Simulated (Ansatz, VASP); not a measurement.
## One calculation of CsI, two programs

```
Cs I
1.0
     4.60808    0.00000    0.00000
     0.00000    4.60808    0.00000
     0.00000    0.00000    4.60808
Cs I
1 1
Cartesian
  0.0000 0.0000 0.0000
  2.3040 2.3040 2.3040
```

Alike in both runs: task single point; functional HSE06; k mesh 4 × 4 × 4; no spin polarisation.

|  | VASP | Ansatz |
| --- | --- | --- |
| version | VASP 6.6.1 | Ansatz 0.2.0 |
| potentials or method | VASP PAW PBE potentials, release 64 (Cs_sv, I) | plane waves, PAW |
| plane-wave cutoff (eV) | 520 | 420 |
| occupations | gaussian, width 0.01 eV | fixed |
| valence electrons in the cell | 16 | 26 |

Ansatz gave:

```
gap on the k mesh at the Fermi level (eV) : 4.79
pressure (GPa)                            : 0.2
```

Task: Estimate VASP's values.

Result: gap on the k mesh at the Fermi level (eV): 4.78; pressure (GPa): 0.2.

The two sets of potentials don't hold the same shells in valence. Ansatz warned: «stress_exchange_threshold_loose».

Caveats: the PAW data sets were made with another functional, which shifts forces and pressure a little (VASP); spin-orbit coupling is left out, which moves the levels of the heavy elements. A k mesh can miss the band edges.
